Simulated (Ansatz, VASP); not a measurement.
FeSi: VASP beside Ansatz

INCAR

```
SYSTEM = FeSi
PREC = Accurate
ENCUT = 600
EDIFF = 1E-6
ISMEAR = 0
SIGMA = 0.1
LREAL = .FALSE.
LASPH = .TRUE.
NELM = 100
ALGO = Normal
ISIF = 3
LWAVE = .FALSE.
LCHARG = .FALSE.
GGA = PS
IBRION = 2
NSW = 100
EDIFFG = -0.05
```

File KPOINTS:

```
regular mesh
0
G
  4 4 4
  0 0 0
```

The input POSCAR:

```
FeSi
1.0
    4.5507000000      0.0000000000      0.0000000000
    0.0000000000      4.5507000000      0.0000000000
    0.0000000000      0.0000000000      4.5507000000
Fe Si
4 4
Direct
    0.1365200000      0.1365200000      0.1365200000
    0.3634800000      0.8634800000      0.6365200000
    0.6365200000      0.3634800000      0.8634800000
    0.8634800000      0.6365200000      0.3634800000
    0.8424000000      0.8424000000      0.8424000000
    0.6576000000      0.1576000000      0.3424000000
    0.3424000000      0.6576000000      0.1576000000
    0.1576000000      0.3424000000      0.6576000000
```

Input for Ansatz:

```yaml
crystal:
  lattice:
    - [4.5507, 0.0, 0.0]
    - [0.0, 4.5507, 0.0]
    - [0.0, 0.0, 4.5507]
  atoms:
    - { symbol: Fe, position: [0.13652, 0.13652, 0.13652] }
    - { symbol: Fe, position: [0.36348, 0.86348, 0.63652] }
    - { symbol: Fe, position: [0.63652, 0.36348, 0.86348] }
    - { symbol: Fe, position: [0.86348, 0.63652, 0.36348] }
    - { symbol: Si, position: [0.8424, 0.8424, 0.8424] }
    - { symbol: Si, position: [0.6576, 0.1576, 0.3424] }
    - { symbol: Si, position: [0.3424, 0.6576, 0.1576] }
    - { symbol: Si, position: [0.1576, 0.3424, 0.6576] }
basis:
  ecutwfc: 420
kpoints:
  mp_grid: { grid: [4, 4, 4] }
hamiltonian:
  xc: pbesol
scf:
  occupations: { method: gaussian, width: 0.1 }
output:
  forces: true
  stress: true
  eigenvalues: true
relax:
  adjacent_minimum: "off"
  f_tol: 0.05
  max_steps: 80
  cell: { stress_tol: 0.5 }
```

Alike in both runs: task relaxation of cell and atoms; functional PBEsol; k mesh 4 × 4 × 4; occupations gaussian, width 0.1 eV; no spin polarisation.

|  | VASP | Ansatz |
| --- | --- | --- |
| version | VASP 6.6.1 | Ansatz 0.2.0 |
| potentials or method | VASP PAW PBE potentials, release 64 (Fe, Si) | scalar-relativistic, plane waves, PAW |
| plane-wave cutoff (eV) | 600 | 420 |
| valence electrons in the cell | 48 | 80 |

VASP gave:

```
gap on the k mesh at the Fermi level, each at its own relaxed structure (eV) : 0.15
relaxed volume (Å³/atom)                                                     : 10.68
relaxed cell length with the largest relative difference (Å)                 : 4.404
energy change over the relaxation (meV/atom)                                 : -73
```

Problem. What did Ansatz give for the same quantities?

Solution. gap on the k mesh at the Fermi level, each at its own relaxed structure (eV): 0.16; relaxed volume (Å³/atom): 10.68; relaxed cell length with the largest relative difference (Å): 4.404; energy change over the relaxation (meV/atom): -76.

The two sets of potentials don't hold the same shells in valence.

Caveats: the PAW data sets were made with another functional, which shifts forces and pressure a little (VASP). Spin polarisation is off, so any magnetic state and its effect on volume and gap are missing.
